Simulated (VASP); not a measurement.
# MgO (P6_3mc) in VASP: a series of runs

Runs on MgO. Level: PBEsol. Tasks: single point.

All numbers are computed with VASP 6.6.1; they aren't measurements. Logs are shortened: lines on timing, memory, paths and dates and some standing lists are left out, and cuts for length are marked.

## (1) The cell of the first run

It takes space group P6_3mc (No. 186, hexagonal). The conventional cell has a = 3.308 Å, b = 3.308 Å, c = 4.983 Å, α = 90.00°, β = 90.00°, γ = 120.00°. Around Mg (site symmetry 3m) lie 4 O at 1.97 to 2.02 Å. O (site symmetry 3m) is surrounded by 4 Mg at 1.97 to 2.02 Å.

Measurements of this composition are mostly on another form, of space group No. 225.

## (2) Single point, PBEsol (all Mg atoms moved -0.025 Å, as atom 1 along Cartesian [0 0 1])

INCAR

```
SYSTEM = MgO
ALGO = Normal
EDIFF = 1E-6
ENCUT = 520
GGA = PS
ISIF = 2
ISMEAR = 0
LASPH = .TRUE.
LCHARG = .FALSE.
LREAL = .FALSE.
LWAVE = .FALSE.
NBANDS = 16
NELM = 100
PREC = Accurate
SIGMA = 0.05
```

KPOINTS

```
k-points
0
G
  9 9 6
  0 0 0
```

POSCAR

```
MgO
1.0
    3.3077869865      0.0000000000      0.0000000000
   -1.6538934933      2.8646275606      0.0000000000
    0.0000000000      0.0000000000      4.9828816700
Mg O
2 2
Direct
    0.3333333333      0.6666666667     -0.0028574371
    0.6666666667      0.3333333333      0.4971425629
    0.3333333333      0.6666666667      0.4024402600
    0.6666666667      0.3333333333      0.9024402600
```

Potentials or basis: VASP PAW PBE potentials, release 64 (Mg, O).

Started as:

```sh
> cat potpaw_PBE.64/Mg/POTCAR potpaw_PBE.64/O/POTCAR > POTCAR
> mpirun -np 1 vasp_std > vasp.out
```

OUTCAR:

```text
SYSTEM = MgO
   EDIFF = 1E-6
   ENCUT = 520
   GGA = PS
   ISIF = 2
   ISMEAR = 0
   LASPH = .TRUE.
   LREAL = .FALSE.
   NELM = 100
   PREC = Accurate

 ion  position               nearest neighbor table
   1  0.333  0.667  0.997-   4 1.97   4 1.97   4 1.97   3 2.02   2 3.14   2 3.14   2 3.14   2 3.14
                             2 3.14   2 3.14
   2  0.667  0.333  0.497-   3 1.97   3 1.97   3 1.97   4 2.02   1 3.14   1 3.14   1 3.14   1 3.14
                             1 3.14   1 3.14
   3  0.333  0.667  0.402-   2 1.97   2 1.97   2 1.97   1 2.02
   4  0.667  0.333  0.902-   1 1.97   1 1.97   1 1.97   2 2.02

  LATTYP: Found a hexagonal cell.
 ALAT       =     3.3077869865
 C/A-ratio  =     1.5064094787

  Lattice vectors:

 A1 = (   3.3077869865,   0.0000000000,   0.0000000000)
 A2 = (  -1.6538934933,   2.8646275606,   0.0000000000)
 A3 = (   0.0000000000,   0.0000000000,   4.9828816700)

Analysis of symmetry for initial positions (statically):
=====================================================================
 Subroutine PRICEL returns:
 Original cell was already a primitive cell.

 Routine SETGRP: Setting up the symmetry group for a
 hexagonal supercell.

 Subroutine GETGRP returns: Found 12 space group operations
 (whereof  6 operations were pure point group operations)
 out of a pool of 24 trial point group operations.

The static configuration has the point symmetry C_3v.
 The point group associated with its full space group is C_6v.

Analysis of symmetry for dynamics (positions and initial velocities):
=====================================================================
 Subroutine PRICEL returns:
 Original cell was already a primitive cell.

 Routine SETGRP: Setting up the symmetry group for a
 hexagonal supercell.

 Subroutine GETGRP returns: Found 12 space group operations
 (whereof  6 operations were pure point group operations)
 out of a pool of 24 trial point group operations.

The dynamic configuration has the point symmetry C_3v.
 The point group associated with its full space group is C_6v.

 Subroutine INISYM returns: Found 12 space group operations
 (whereof  6 operations are pure point group operations),
 and found     1 'primitive' translations

----------------------------------------------------------------------------------------

[... 58 lines left out ...]
  0.111111  0.111111  0.000000      6.000000
[... 16 lines left out ...]
  0.333333  0.222222  0.166667     24.000000
  0.333333  0.333333  0.166667      4.000000
 [... further k-points ...]
   k-points           NKPTS =     48   k-points in BZ     NKDIM =     48   number of bands    NBANDS=     16
   number of dos      NEDOS =    301   number of ions     NIONS =      4
   total plane-waves  NPLWV =  31360
   dimension x,y,z NGX =    28 NGY =   28 NGZ =   40
   dimension x,y,z NGXF=    56 NGYF=   56 NGZF=   80
   ions per type =               2   2
   NGX,Y,Z   is equivalent  to a cutoff of  14.07, 14.07, 13.35 a.u.
   NGXF,Y,Z  is equivalent  to a cutoff of  28.15, 28.15, 26.69 a.u.
 SYSTEM =  MgO
   PREC   = accura    normal or accurate (medium, high low for compatibility)
   ISTART =      0    job   : 0-new  1-cont  2-samecut
   ICHARG =      2    charge: 1-file 2-atom 10-const
   ISPIN  =      1    spin polarized calculation?
   LNONCOLLINEAR =      F non collinear calculations
   LSORBIT =      F    spin-orbit coupling
   LASPH  =      T    aspherical Exc in radial PAW
   ENCUT  =  520.0 eV  38.22 Ry    6.18 a.u.   6.15  6.15  9.26*2*pi/ulx,y,z
   NELM   =    100;   NELMIN=  2; NELMDL= -5     # of ELM steps
   EDIFF  = 0.1E-05   stopping-criterion for ELM
[... 8 lines left out ...]
   TEBEG  =    0.0;   TEEND  =   0.0 temperature during run
   PSTRESS=    0.0 pullay stress
   NELECT =      16.0000    total number of electrons
   NUPDOWN=      -1.0000    fix difference up-down
   EMIN   =  10.00;   EMAX   =-10.00  energy-range for DOS
[... 5 lines left out ...]
     AMIX     =   0.40;   BMIX     =  1.00
     AMIX_MAG =   1.60;   BMIX_MAG =  1.00
  volume/ion in A,a.u.               =      11.80        79.66
  Fermi-wavevector in a.u.,A,eV,Ry     =   1.141351  2.156842 17.724080  1.302683
  Thomas-Fermi vector in A             =   2.278052
   LORBIT       =      0    0 simple, 1 ext, 2 COOP (PROOUT), +10 PAW based schemes
   GGA     = PS    functional components
[... 5 lines left out ...]
 non-spin polarized calculation
 Gauss-broadening in eV      SIGMA  =   0.05
  energy-cutoff  :      520.00
  volume of cell :       47.22
 maximum number of plane-waves:      1303
 NGX is ok and might be reduce to    28
   NGX = 13   NGY = 13   NGZ = 19

 number of electron      15.9999997 magnetization

 Free energy of the ion-electron system (eV)
  ---------------------------------------------------
  ext. energy  EPLUGINS =         0.00000000
  ---------------------------------------------------
  free energy    TOTEN  =       -24.54585973 eV

  energy without entropy =      -24.54585973  energy(sigma->0) =      -24.54585973

 E-fermi :   1.3602     XC(G=0):  -9.9806

 val. band max:        1.0699522273   @ k =   0.0000   0.0000   0.0000
 cond. band min:       4.3768207482   @ k =   0.0000   0.0000   0.0000
 fundamental gap:      3.3068685209
 Fermi energy:         1.3602106971

 k-point     1 :       0.0000    0.0000    0.0000
  band No.  band energies     occupation
      1     -15.1634      2.00000
      2     -14.3319      2.00000
      3      -2.3019      2.00000
      4       0.2236      2.00000
      5       0.2236      2.00000
      6       0.5732      2.00000
[... 433 lines left out ...]
      3      -1.7199      2.00000
      4      -1.2046      2.00000
      5      -1.2046      2.00000
      6      -0.4084      2.00000
[... 8 lines left out ...]
     15      14.2843      0.00000
     16      18.2548      0.00000

 [... further k-points ...]
[... 5 lines left out ...]
  --------------------------------------------------------------------------------------
  -------------------------------------------------------------------------------------
  Total        0.2247785      0.2247785     -0.4980064     -0.0000000      0.0000000      0.0000000
  in kB        7.6274464      7.6274464    -16.8989301     -0.0000000      0.0000000      0.0000000
  external PRESSURE =      -0.5480125 kB  Pullay stress =       0.0000000 kB

 VOLUME and BASIS-vectors are now :
 -----------------------------------------------------------------------------
  energy-cutoff  :      520.00
  volume of cell :       47.22
      direct lattice vectors                 reciprocal lattice vectors
     3.307786987  0.000000000  0.000000000     0.302316928  0.174542760  0.000000000
    -1.653893493  2.864627561  0.000000000     0.000000000  0.349085519  0.000000000
     0.000000000  0.000000000  4.982881670     0.000000000  0.000000000  0.200687086

 POSITION                                       TOTAL-FORCE (eV/Angst)
 -----------------------------------------------------------------------------------
     -0.00000      1.90975      4.96864         0.000000     -0.000000      0.157879
      1.65389      0.95488      2.47720         0.000000      0.000000      0.157879
     -0.00000      1.90975      2.00531        -0.000000      0.000000     -0.157879
      1.65389      0.95488      4.49675        -0.000000      0.000000     -0.157879
 -----------------------------------------------------------------------------------
    total drift:                               -0.000000     -0.000000      0.001147

  FREE ENERGIE OF THE ION-ELECTRON SYSTEM (eV)
  ---------------------------------------------------
  free  energy   TOTEN  =       -24.5458597336 eV

  energy  without entropy=      -24.5458597336  energy(sigma->0) =      -24.54585973
```

stdout:

```text
POSCAR found type information on POSCAR MgO
 POSCAR found :  2 types and       4 ions
 scaLAPACK will be used
 -----------------------------------------------------------------------------
|                                                                             |
|                                                                             |
|     You enforced a specific xc type in the INCAR file but a different       |
|     I HOPE YOU KNOW WHAT YOU ARE DOING!                                     |
|                                                                             |
 -----------------------------------------------------------------------------

 LDA part: xc-table for (Slater+PW92), standard interpolation
 POSCAR, INCAR and KPOINTS ok, starting setup
 FFT: planning ... GRIDC
 FFT: planning ... GRID_SOFT
 FFT: planning ... GRID
 WAVECAR not read
 entering main loop
```

It took 62 s on 1 thread of Intel Xeon Platinum 8175M at 2.50GHz (Skylake/Cascade Lake), shared host; peak memory 0.19 GiB.

What came out:

```
Free energy            : -24.5459 eV
Pressure               : -0.1 GPa
Largest force          : 0.158 eV/Å
Band gap on the k mesh : 3.31 eV, direct
```

Forces in eV/Å, atoms in the order of the input:
```
Mg   0.000  0.000  0.158
Mg   0.000  0.000  0.158
O    0.000  0.000 -0.158
O    0.000  0.000 -0.158
```

Stress tensor (GPa, compression positive):
```
 0.76  0.00  0.00
 0.00  0.76  0.00
 0.00  0.00 -1.69
```

Caveat: the PAW data sets were made with another functional, which shifts forces and pressure a little; an odd mesh through Γ misses points on the zone boundary, where band edges often lie.

## (3) Single point, PBEsol (all Mg atoms moved +0.100 Å, as atom 1 along Cartesian [0 0 1])

INCAR

```
PREC     = Accurate       # precision mode
ENCUT    = 520            # plane-wave cutoff, eV
EDIFF    = 1E-6           # SCF threshold, eV
ISMEAR   = 0              # smearing method
SIGMA    = 0.05           # smearing width, eV
LREAL    = F              # projectors in reciprocal space
LASPH    = T              # aspherical terms in the spheres
NELM     = 60             # most SCF steps
ALGO     = Fast           # electronic algorithm
ISIF     = 2              # what is computed and relaxed
LWAVE    = F              # write WAVECAR
LCHARG   = F              # write CHGCAR
GGA      = PS             # functional
NBANDS   = 16             # bands
```

KPOINTS

```
Automatic mesh
0
Gamma
  9 9 6
```

Edit POSCAR of step 2 so:

```diff
@@ -8,4 +8,4 @@
 Direct
-    0.3333333333      0.6666666667     -0.0028574371
-    0.6666666667      0.3333333333      0.4971425629
+    0.3333333333      0.6666666667      0.0222284486
+    0.6666666667      0.3333333333      0.5222284486
     0.3333333333      0.6666666667      0.4024402600
```

Potentials or basis: VASP PAW PBE potentials, release 64 (Mg, O).

Started as:

```sh
> cat potpaw_PBE.64/Mg/POTCAR potpaw_PBE.64/O/POTCAR > POTCAR
> mpirun -np 1 vasp_std > vasp.out
```

It took 93 s on 1 thread of Intel Xeon Platinum 8175M at 2.50GHz (Skylake/Cascade Lake), shared host; peak memory 0.19 GiB.

The run converged. Its results:

| Item | Value |
| --- | --- |
| Free energy | -24.4702 eV |
| Pressure | 1.5 GPa |
| Largest force | 0.902 eV/Å |
| Band gap on the k mesh | 3.48 eV, direct |

Forces in eV/Å, atoms in the order of the input:
```
Mg   0.000  0.000 -0.902
Mg   0.000  0.000 -0.902
O    0.000  0.000  0.902
O    0.000  0.000  0.902
```

Stress tensor (GPa, compression positive):
```
-2.69  0.00  0.00
 0.00 -2.69  0.00
 0.00  0.00  9.99
```

Levels at points of the mesh, in eV from the valence-band top:
```tsv
k point	band 4	band 5	band 6	band 7	band 8	band 9	band 10	band 11	band 12	band 13
(0.00, 0.00, 0.00)	-0.59	-0.59	-0.27	-0.27	0.00	3.48	8.36	10.30	14.04	14.04
(0.00, 0.00, 0.50)	-1.96	-0.43	-0.43	-0.43	-0.43	5.92	5.92	13.23	13.23	14.55
```

Caveat: the PAW data sets were made with another functional, which shifts forces and pressure a little; an odd mesh through Γ misses points on the zone boundary, where band edges often lie.
